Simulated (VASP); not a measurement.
Input of a VASP 6.6.1 run:

File INCAR:

```
PREC = Accurate
ENCUT = 300
EDIFF = 1E-7
ISMEAR = 0
SIGMA = 0.03
LREAL = False
LASPH = True
NELM = 80
ALGO = Normal
ISIF = 4
LWAVE = False
LCHARG = False
GGA = PE
IBRION = 2
NSW = 40
EDIFFG = -0.01
```

KPOINTS

```
Automatic mesh
0
Gamma
  6 6 6
```

POSCAR

```
Sn                                      
1.0
   -2.9165509232      2.9165509232      1.5632844854
    2.9165509232     -2.9165509232      1.5632844854
    2.9165509232      2.9165509232     -1.5632844854
  Sn            
     2
Direct
     0.0000000000000000    0.0000000000000000    0.0000000000000000
     0.7500000000000000    0.2500000000000000    0.5000000000000000
```

Potentials or basis: VASP PAW PBE potentials, release 64 (Sn).

Command:

```sh
$ cat potpaw_PBE.64/Sn/POTCAR > POTCAR
$ mpirun -np 1 vasp_std > vasp.out
```

Problem. What does it give for the energy gained by relaxing?

Solution. 0.0 meV/atom.

Problem. What does it give for the band gap on the k mesh?

Solution. None (metal or under the smearing width).

Final structure:
```cif
data_structure
_symmetry_space_group_name_H-M 'P 1'
_symmetry_Int_Tables_number 1
_cell_length_a 4.4091
_cell_length_b 4.4091
_cell_length_c 4.4091
_cell_angle_alpha 97.242
_cell_angle_beta 97.242
_cell_angle_gamma 138.408
_cell_volume 53.19
loop_
_atom_site_label
_atom_site_type_symbol
_atom_site_fract_x
_atom_site_fract_y
_atom_site_fract_z
_atom_site_occupancy
Sn1 Sn 0.00000 0.00000 0.00000 1
Sn2 Sn 0.75000 0.25000 0.50000 1
```

Caveat: the k mesh is coarse (spacing up to 0.38 Å⁻¹), so the values aren't converged.
